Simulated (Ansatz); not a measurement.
Strain and the gap of ZnGeP₂ (I-42d)

ZnGeP₂ (I-42d) from a database of computed structures, relaxed with r2SCAN in Ansatz. It is tetragonal, I-42d (No. 122); conventional cell a = 5.447 Å, c = 10.731 Å, 19.90 Å³ an atom. Zn is surrounded by 4 P at 2.36 Å; Ge is surrounded by 4 P at 2.33 Å; P is surrounded by 2 Ge at 2.33 Å and 2 Zn at 2.36 Å.

The axes x, y and z are those of this cell:
```
Zn Ge P
1.0
    -2.72334    2.72334    5.36559
     2.72334   -2.72334    5.36559
     2.72334    2.72334   -5.36559
Zn Ge P
2 2 4
Direct
  0.75000 0.25000 0.50000
  0.00000 0.00000 0.00000
  0.25000 0.75000 0.50000
  0.50000 0.50000 0.00000
  0.12921 0.62500 0.00421
  0.87500 0.87079 0.49579
  0.37500 0.37921 0.50421
  0.62079 0.12500 0.99579
```

Unstrained: PBE gives an indirect gap of 1.208 eV, from Γ to k = (0.432, -0.438, 0.438); the least direct gap is 1.398 eV at Γ. The lowest empty level at X lies only 33 meV higher, so the place of the conduction bottom isn't settled. With r2SCAN the valence top lies at Γ and the conduction bottom at k = (0.432, -0.438, 0.438), 1.430 eV higher; the smallest vertical gap, at Γ, is 1.627 eV. HSE06 gives an indirect gap of 1.888 eV, from Γ to k = (0.432, -0.438, 0.438); the least direct gap is 2.042 eV at Γ. Meshes: PBE 6×6×6, r2SCAN 6×6×6, HSE06 4×4×4. Strains are changes of length per length. After each strain the atoms were relaxed again with r2SCAN in this cell and within any symmetry left, so distortions that break it or need a larger cell weren't tested; points keep the names that they have in the unstrained zone. Spin-unpolarised throughout; all numbers are computed.

Changes of the least gap in eV (an overlap counts as a negative gap):

| strain | volume change (%) | space group | PBE | r2SCAN | HSE06 | energy rise, r2SCAN (meV/atom) |
| --- | --- | --- | --- | --- | --- | --- |
| isotropic -3.0 % on every length | -8.7 | I-42d | -0.153 | -0.149 | -0.159 | 47.1 |
| isotropic -2.0 % on every length | -5.9 | I-42d | -0.096 | -0.094 | -0.100 | 20.2 |
| isotropic -1.0 % on every length | -3.0 | I-42d | -0.045 | -0.044 | -0.047 | 4.9 |
| isotropic +1.0 % on every length | +3.0 | I-42d | -0.042 | +0.042 | +0.084 | 4.6 |
| isotropic +2.0 % on every length | +6.1 | I-42d | -0.212 | -0.033 | +0.002 | 17.6 |
| isotropic +3.0 % on every length | +9.3 | I-42d | -0.404 | -0.214 | -0.197 | 38.3 |

Isotropic -3.0 % on every length. HSE06: the gap goes from 1.888 to 1.729 eV (-0.159 eV). Stress change with r2SCAN, compression positive: xx +9.44, yy +9.44, zz +9.49 GPa.

Isotropic -2.0 % on every length. HSE06: the gap goes from 1.888 to 1.788 eV (-0.100 eV). Stress change with r2SCAN, compression positive: xx +5.84, yy +5.84, zz +5.88 GPa.

Isotropic -1.0 % on every length. HSE06: the gap goes from 1.888 to 1.840 eV (-0.047 eV). Stress change with r2SCAN, compression positive: xx +2.71, yy +2.71, zz +2.73 GPa.

Isotropic +1.0 % on every length. HSE06: the gap goes from 1.888 to 1.972 eV (+0.084 eV); the edges go from Γ → (0.432, -0.438, 0.438) to Γ → Γ–X (0.98). Stress change with r2SCAN, compression positive: xx -2.35, yy -2.35, zz -2.37 GPa.

Isotropic +2.0 % on every length. PBE: the gap goes from 1.208 to 0.996 eV (-0.212 eV). HSE06: the gap goes from 1.888 to 1.890 eV (+0.002 eV); the edges go from Γ → (0.432, -0.438, 0.438) to Γ → X. Stress change with r2SCAN, compression positive: xx -4.37, yy -4.37, zz -4.41 GPa.

Isotropic +3.0 % on every length. HSE06: the gap goes from 1.888 to 1.691 eV (-0.197 eV). Stress change with r2SCAN, compression positive: xx -6.10, yy -6.10, zz -6.17 GPa.

The runs are scalar-relativistic, without spin-orbit coupling.

Where an edge lies off the special points, it is a point of the mesh or the k point where a search put PBE's edge or least direct gap, reused for the other functionals, whose own edges may lie a little apart.

Coordinates of k points refer to the reciprocal vectors of the primitive cell of the runs.

The meshes of the hybrids are coarse, so their gaps aren't converged to the digits shown.
